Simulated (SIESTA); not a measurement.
**Ge under changes of volume**

One of the cells (23.092 Å³/atom); the others are scaled copies at fixed shape and fractional positions:

```
CELL_PARAMETERS angstrom
0.00000 2.84765 2.84765
2.84765 0.00000 2.84765
2.84765 2.84765 0.00000
ATOMIC_POSITIONS crystal
Ge 0.75000 0.75000 0.75000
Ge 0.50000 0.50000 0.50000
```

```yaml
Program: SIESTA 5.4.2
Functional: PBE
Potentials_or_basis: PseudoDojo 0.4 standard (PBE files)
Basis: DZP (energy shift 0.002 Ry)
Grid_cutoff: 800 Ry
Energy_shift: 0.002 Ry
k_mesh: 8 × 8 × 8
Occupations: fermi-dirac, width 0.05 eV
Spin: no spin polarisation
```

| volume (Å³/atom) | energy over the lowest point (meV/atom) | pressure (GPa) |
| --- | --- | --- |
| 21.281 | 124.65 | 12.9 |
| 21.733 | 91.55 | 10.4 |
| 22.186 | ? | ? |
| 23.092 | 23.75 | 5.7 |
| 23.545 | 9.66 | 4.2 |
| 23.997 | 0.00 | 2.8 |

Q: What does the run at 22.186 Å³/atom give?

A: Energy over the lowest point 64.92 meV/atom; pressure 8.7 GPa.

Worked out: A Birch-Murnaghan fit of order 3 (a polynomial in V^(-2/3)) to the other rows has no minimum within the range. It gives 64.04 meV/atom at 22.186 Å³/atom, against the run's 64.92, and -dE/dV = 8.8 GPa, against 8.7.

Energies are extrapolated to zero smearing.

Caveats: semicore shells carry a single zeta, which can move pressures by several GPa and volumes by a few percent; the basis of atomic orbitals isn't converged, which shifts pressures, moduli and gaps.
